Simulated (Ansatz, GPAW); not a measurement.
SnTe: 3 runs at one level of theory

```
Te Sn
1.0
     0.00000    3.15085    3.15085
     3.15085    0.00000    3.15085
     3.15085    3.15085    0.00000
Te Sn
1 1
Cartesian
  3.1509 3.1509 3.1509
  0.0000 0.0000 0.0000
```

Alike in all runs: task single point; functional PBE; k mesh 7 × 7 × 7; occupations gaussian, width 0.016 eV; no spin polarisation; no spin-orbit coupling. Pressure is positive in compression and, in plane waves, holds the error of the finite cutoff, which Ansatz's Pulay term estimates and takes out.

```csv
program and potentials,plane-wave cutoff (eV),notes,pressure (GPa)
"Ansatz, Ansatz PAW",420,15 valence electrons an atom on average; Pulay term of +0.03 GPa included,2.23
"GPAW, GPAW PAW data sets (gpaw-data 1.2.1)",600,10 valence electrons an atom on average,1.95
"Ansatz, all-electron LAPW, scalar-relativistic",-,-,2.23
```

The pressure spans 1.95 (GPAW, GPAW PAW data sets (gpaw-data 1.2.1)) to 2.23 GPa (Ansatz, all-electron LAPW, scalar-relativistic), with all-electron results at 2.23.

Differences between rows come from potentials, basis sets and numerical settings, since the functional is the same but for its coding. Runs on potential files found faulty are left out.
